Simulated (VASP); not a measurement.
**VASP 6.6.1 run: LiBr**

INCAR

```
NELM = 87
NSW = 0
GGA = PE
NBANDS = 12
ISIF = 2
LASPH = .TRUE.
ISMEAR = 1
ENCUT = 520
SIGMA = 0.1
LWAVE = .FALSE.
PREC = Single
IBRION = -1
LREAL = .FALSE.
EDIFF = 1E-7
LCHARG = .FALSE.
```

KPOINTS

```
KPOINTS created by Atomic Simulation Environment
0
Gamma
8 8 8
0 0 0
```

POSCAR

```
Li Br
 1.0000000000000000
     0.0342445630749999    2.7395650467750001    2.7395650467746875
     2.7395650467750001    0.0342445630749999    2.7395650467746875
     2.7738096097999998    2.7738096097999998   -0.0000000000506251
 Li  Br
   1   1
Cartesian
  0.0000000000000000  0.0000000000000000  0.0000000000000000
  2.7738096098250007  2.7738096098250007  2.7395650467493748
```

The recommended PBE PAW datasets give the neutral cell 10 valence electrons.

Command

```
mpirun -np 1 vasp_std
```

Q: Predict the outcome of this run.

A: It converged. Results: gap between bands v and c on the k mesh 4.92 eV; least direct gap on the k mesh 4.92 eV; pressure 0.5 GPa. Band v is the last that the valence electrons fill when counted band by band, and c is the next.

OSZICAR

```
N       E                     dE             d eps       ncg     rms          rms(c)
DAV:   1     0.429189198591E+02    0.42919E+02   -0.37931E+03  2280   0.751E+02
DAV:   2    -0.395068076521E+01   -0.46870E+02   -0.44373E+02  2980   0.137E+02
DAV:   3    -0.660770484603E+01   -0.26570E+01   -0.26492E+01  3012   0.338E+01
DAV:   4    -0.666793176493E+01   -0.60227E-01   -0.60202E-01  3132   0.516E+00
DAV:   5    -0.666872427933E+01   -0.79251E-03   -0.79251E-03  2996   0.503E-01    0.196E+00
DAV:   6    -0.663706470584E+01    0.31660E-01   -0.61539E-02  2820   0.115E+00    0.120E+00
DAV:   7    -0.663945493736E+01   -0.23902E-02   -0.38804E-02  3236   0.102E+00    0.434E-01
DAV:   8    -0.664177525802E+01   -0.23203E-02   -0.42484E-03  2724   0.413E-01    0.627E-02
DAV:   9    -0.664176948738E+01    0.57706E-05   -0.10699E-04  2732   0.722E-02    0.248E-02
DAV:  10    -0.664179883408E+01   -0.29347E-04   -0.50368E-05  2712   0.456E-02    0.136E-02
DAV:  11    -0.664180129336E+01   -0.24593E-05   -0.52564E-06  2920   0.131E-02    0.428E-03
DAV:  12    -0.664180131836E+01   -0.25004E-07   -0.28819E-07  2716   0.376E-03
   1 F= -.66418013E+01 E0= -.66419854E+01  d E =0.552164E-03
```

For comparison, a separate PBE run of the intended cell, on usual settings and not on those above, gives a gap of 4.92 eV on its mesh and a pressure of 0.4 GPa.
